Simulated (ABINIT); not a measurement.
# GaN (F-43m) in ABINIT: a series of runs, part 2 of 2

ABINIT 10.8.3 (patched build). Earlier steps stand in the parts before.

## Step 6: Single point, PW91

run.abi reads:

```
pp_dirpath "./"
pseudos "Ga.GGA_PBE-JTH.xml, N.GGA_PBE-JTH.xml"

acell 6.0224269985 6.0224269985 6.0224269985
rprim
     0.0000000000     0.7071067812     0.7071067812
     0.7071067812     0.0000000000     0.7071067812
     0.7071067812     0.7071067812     0.0000000000
ntypat 2
znucl 31 7
natom 2
typat 1 2
xcart
     0.0000000000     0.0000000000     0.0000000000
     2.1292494849     2.1292494849     2.1292494849

ecut 31.0
pawecutdg 53.0
pawxcdev 0

kptopt 1
ngkpt 10 10 10
nshiftk 1
shiftk 0.0 0.0 0.0

ixc -109134

nband 13
occopt 3
tsmear 0.05 eV

nstep 100
tolvrs 1.0e-9

iomode 3
prtwf 0
prtden 0
prteig 0
prtebands 0
enunit 1
```

Potentials or basis: JTH PAW PBE v2.0.

The run is started by

```sh
$ abinit run.abi > log 2>&1
```

run.abo:

```text
.Version 10.8.3 of ABINIT
 Symmetries : space group F-4 3 m (#216); Bravais cF (face-center cubic)
================================================================================
 Values of the parameters that define the memory need of the present run
     intxc =       0    ionmov =       0      iscf =      17    lmnmax =      18
     lnmax =       6     mgfft =      32  mpssoang =       3    mqgrid =    3001
     natom =       2  nloc_mem =       2    nspden =       1   nspinor =       1
    nsppol =       1      nsym =      24    n1xccc =       1    ntypat =       2
    occopt =       3   xclevel =       2
       mpw =        1296          nfft =       32768          nkpt =          47
 PAW method is used; the additional fine FFT grid is defined by:
   mgfftf=        40    nfftf =     64000
================================================================================
================================================================================

--------------------------------------------------------------------------------
[... 237 lines left out ...]
- sigma(1 1)= -4.85223315E+00  sigma(3 2)=  0.00000000E+00
- sigma(2 2)= -4.85223315E+00  sigma(3 1)=  0.00000000E+00
- sigma(3 3)= -4.85223315E+00  sigma(2 1)=  0.00000000E+00

== END DATASET(S) ==============================================================
================================================================================

 -outvars: echo values of variables after computation  --------
            acell      6.0224269985E+00  6.0224269985E+00  6.0224269985E+00 Bohr
           etotal     -8.9248895677E+01
            fcart      2.8404062790E-30 -1.1114633266E-30 -6.1747962588E-31
                      -2.8404062790E-30  1.1114633266E-30  6.1747962588E-31
            rprim      0.0000000000E+00  7.0710678120E-01  7.0710678120E-01
                       7.0710678120E-01  0.0000000000E+00  7.0710678120E-01
                       7.0710678120E-01  7.0710678120E-01  0.0000000000E+00
           strten     -1.6492405276E-04 -1.6492405276E-04 -1.6492405276E-04
                       0.0000000000E+00  0.0000000000E+00  0.0000000000E+00
           xangst      0.0000000000E+00  0.0000000000E+00  0.0000000000E+00
                       1.1267503030E+00  1.1267503030E+00  1.1267503030E+00
             xred      0.0000000000E+00  0.0000000000E+00  0.0000000000E+00
                       2.5000000000E-01  2.5000000000E-01  2.5000000000E-01
 Calculation completed.
```

It took 29 s on 1 thread of Arm Neoverse V2, shared host; peak memory 0.12 GiB.

Results:

```
Free energy                                           : -2428.5862 eV
Pressure                                              : 4.9 GPa
Band gap on the k mesh                                : 1.72 eV, direct
Valence electrons inside the program's atomic spheres : Ga 11.19; N 2.58
```

Levels at points of the mesh, in eV from the valence-band top:
```
           k point  band 7  band 8  band 9  band 10  band 11  band 12
(0.00, 0.00, 0.00)    0.00    0.00    0.00     1.72    10.29    10.29
(0.50, 0.00, 0.00)   -7.03   -0.97   -0.97     4.62     8.72    10.35
(0.50, 0.50, 0.00)   -6.13   -2.70   -2.70     3.37     6.63    11.69
```

Caveat: the PAW data sets were made with another functional, which shifts forces and pressure a little.

## Step 7: The runs side by side

```tsv
level	gap on the mesh (eV)	pressure (GPa)
AM05	1.75	-0.3
r2SCAN	2.13	2.3
SCAN	2.08	1.5
revPBE	1.73	8.7
PW91	1.72	4.9
```

Alike in all rows: task single point; potentials or basis JTH PAW PBE v2.0; no spin polarisation; cell as given; k mesh 10 × 10 × 10; cutoff (eV) 844; smearing fermi-dirac 0.05 eV.

On the cell as given the gap runs from 1.72 eV (PW91) to 2.13 eV (r2SCAN). The pressure there spans -0.3 GPa (AM05) to 8.7 GPa (revPBE); a positive pressure means that this level wants a larger cell, a negative one a smaller.

Caveats: the PAW data sets were made with another functional, which shifts forces and pressure a little; totals of a meta-GGA on PAW files have another zero than those of a GGA (some runs).

Absolute energies hang on the potentials; compare differences alone.

## Step 8: Comparison with measurements

Step 2. A measured gap of GaN is 3.299 eV (direct; 0 K; a printed reference work, textbook); the calculated 1.75 eV misses it by -1.55 eV. Spin-orbit coupling on Ga is left out. The value is that of AM05, without temperature or zero-point motion. Semilocal functionals fall short of measured gaps as a rule. The cell is a database's relaxed one, not the measured one, which moves gaps too.

Step 3. Measured gap of GaN: 3.299 eV (direct; 0 K; a printed reference work, textbook). This calculation gives 2.13 eV (-1.17 eV). Spin-orbit coupling on Ga is left out. The value is that of r2SCAN, without temperature or zero-point motion. The cell is a database's relaxed one, not the measured one, which moves gaps too.

Step 4. A measured gap of GaN is 3.299 eV (direct; 0 K; a printed reference work, textbook); the calculated 2.08 eV misses it by -1.22 eV. Spin-orbit coupling on Ga is left out. The value is that of SCAN, without temperature or zero-point motion. The cell is a database's relaxed one, not the measured one, which moves gaps too.

Step 5. Measured gap of GaN: 3.299 eV (direct; 0 K; a printed reference work, textbook). This calculation gives 1.73 eV (-1.57 eV). Spin-orbit coupling on Ga is left out. The value is that of revPBE, without temperature or zero-point motion. Semilocal functionals fall short of measured gaps as a rule. The cell is a database's relaxed one, not the measured one, which moves gaps too.

Step 6. Measured gap of GaN: 3.299 eV (direct; 0 K; a printed reference work, textbook). This calculation gives 1.72 eV (-1.58 eV). Spin-orbit coupling on Ga is left out. The value is that of PW91, without temperature or zero-point motion. Semilocal functionals fall short of measured gaps as a rule. The cell is a database's relaxed one, not the measured one, which moves gaps too.
